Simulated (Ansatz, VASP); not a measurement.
**Two plane-wave programs on TiAl3**

File POSCAR:

```
TiAl3
1.0
    2.8396770000      0.0000000000      0.0000000000
    0.0000000000      4.6812640000      0.0000000000
    0.0000000000      0.0000000000      4.9007420000
Ti Al
1 3
Direct
    0.0000000000      0.5000000000      0.1659160000
    0.5000000000      0.5000000000      0.6672710000
    0.5000000000      0.0000000000      0.3309120000
    0.0000000000      0.0000000000      0.8359000000
```

Contents of INCAR.step1:

```
SYSTEM = TiAl3
PREC = Accurate
ENCUT = 520
ISMEAR = 1
SIGMA = 0.01
LREAL = .FALSE.
LASPH = .TRUE.
NELM = 100
NBANDS = 18
GGA = PE
ALGO = Normal
EDIFF = 1E-4
LWAVE = .TRUE.
LCHARG = .FALSE.
```

Contents of INCAR.step2:

```
SYSTEM = TiAl3
PREC = Accurate
ENCUT = 520
EDIFF = 1E-6
ISMEAR = 1
SIGMA = 0.01
LREAL = .FALSE.
LASPH = .TRUE.
NELM = 100
ALGO = Normal
ISIF = 2
LWAVE = .FALSE.
LCHARG = .TRUE.
METAGGA = R2SCAN
LMIXTAU = .TRUE.
LELF = .TRUE.
LVHAR = .TRUE.
NBANDS = 18
ISTART = 1
```

KPOINTS

```
Automatic mesh
0
G
  14 10 10
  0 0 0
```

Input for Ansatz:

```yaml
crystal:
  lattice:
    - [2.839677, 0.0, 0.0]
    - [0.0, 4.681264, 0.0]
    - [0.0, 0.0, 4.900742]
  atoms:
    - { symbol: Ti, position: [0.0, 0.5, 0.165916] }
    - { symbol: Al, position: [0.5, 0.5, 0.667271] }
    - { symbol: Al, position: [0.5, 0.0, 0.330912] }
    - { symbol: Al, position: [0.0, 0.0, 0.8359] }
basis:
  ecutwfc: 500
kpoints:
  mp_grid: { grid: [14, 10, 10] }
hamiltonian:
  xc: r2scan
scf:
  occupations: { method: methfessel_paxton, width: 0.01 }
output:
  forces: true
  stress: true
  eigenvalues: true
```

Alike in both runs: task single point; functional r2SCAN; k mesh 14 × 10 × 10; occupations methfessel-paxton of order 1, width 0.01 eV; no spin polarisation.

```csv
,VASP,Ansatz
version,VASP 6.6.1,Ansatz 0.2.0
potentials or method,"VASP PAW PBE potentials, release 64 (Ti_sv, Al)","scalar-relativistic, plane waves, PAW"
plane-wave cutoff (eV),520,500
valence electrons in the cell,21,21
```

```csv
,VASP,Ansatz,Ansatz less VASP
gap on the k mesh at the Fermi level (eV),none,none,-
pressure (GPa),-2.3,-2.2,+0.09
largest component of the traceless stress (GPa),1.63,1.62,-0.011
rms of the force components (eV/Å),0.015,0.012,-0.0026
```

Atom by atom the forces differ by 0.005 eV/Å (rms over components). A gap of «none» marks a metal or a gap that the smearing closes.

Caveats: the PAW data sets were made with another functional, which shifts forces and pressure a little (VASP).
